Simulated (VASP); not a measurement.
A run of VASP 6.6.1:

File INCAR:

```
  PREC = Accurate
  ENCUT = 600
  EDIFF = 1E-8
  ISMEAR = 0
  SIGMA = 0.03
  LREAL = F
  LASPH = T
  NELM = 80
  ALGO = Fast
  ISIF = 2
  LWAVE = F
  LCHARG = F
  GGA = CA
  LEPSILON = T
  KPAR = 2
```

File KPOINTS:

```
regular mesh
0
Monkhorst-Pack
  12 12 12
```

File POSCAR:

```
BaF2                                    
1.0
   -0.0000000000      3.0433975460      3.0433975460
    3.0433975460      0.0000000000      3.0433975460
    3.0433975460      3.0433975460     -0.0000000000
  Ba              F             
     1     2
Direct
     1.0000000000000000    0.0000000000000000    1.0000000000000000
     0.2500000000000000    0.2500000000000000    0.2500000000000000
     0.7500000000000000    0.7500000000000000    0.7500000000000000
```

Potentials or basis: VASP PAW LDA potentials, release 64 (Ba_sv, F).

The run is started by

```console
$ cat potpaw_LDA.64/Ba_sv/POTCAR potpaw_LDA.64/F/POTCAR > POTCAR
$ mpirun -np 2 vasp_std > vasp.out
```

Hardware: 2 MPI ranks on Intel(R) Xeon(R) Platinum 8488C (Sapphire Rapids), with other jobs on the host.

Question: How long does it take, and how much memory?

Answer: It took 20 min on 2 MPI ranks on Intel(R) Xeon(R) Platinum 8488C (Sapphire Rapids), with other jobs on the host, peak memory 1.2 GiB a rank. Counts: scf iterations 150, k points 182.
